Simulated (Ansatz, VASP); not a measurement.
**One calculation of Hf3B, two programs**

```xyz
4
Lattice="4.1269 0.0000 0.0000 0.0000 4.1269 0.0000 0.0000 0.0000 4.1269" Properties=species:S:1:pos:R:3 pbc="T T T"
Hf    0.0000    2.0634    2.0634
Hf    2.0634    0.0000    2.0634
Hf    2.0634    2.0634    0.0000
B     0.0000    0.0000    0.0000
```

Alike in both runs: task relaxation of cell and atoms; functional PBE; k mesh 12 × 12 × 12; occupations gaussian, width 0.1 eV; no spin polarisation.

|  | VASP | Ansatz |
| --- | --- | --- |
| version | VASP 6.6.1 | Ansatz 0.2.0 |
| potentials or method | VASP PAW PBE potentials, release 64 (Hf_pv, B) | scalar-relativistic, plane waves, PAW |
| plane-wave cutoff (eV) | 600 | 420 |
| valence electrons in the cell | 33 | 81 |

```tsv
	VASP	Ansatz	Ansatz less VASP
gap on the k mesh at the Fermi level, each at its own relaxed structure (eV)	none	none	-
relaxed volume (Å³/atom)	17.50	17.57	+0.073
relaxed cell length with the largest relative difference (Å)	4.121	4.127	+0.0057
```

A gap of «none» marks a metal or a gap that the smearing closes. The two sets of potentials don't hold the same shells in valence.

Spin-orbit coupling is left out, which matters for the levels of Hf.
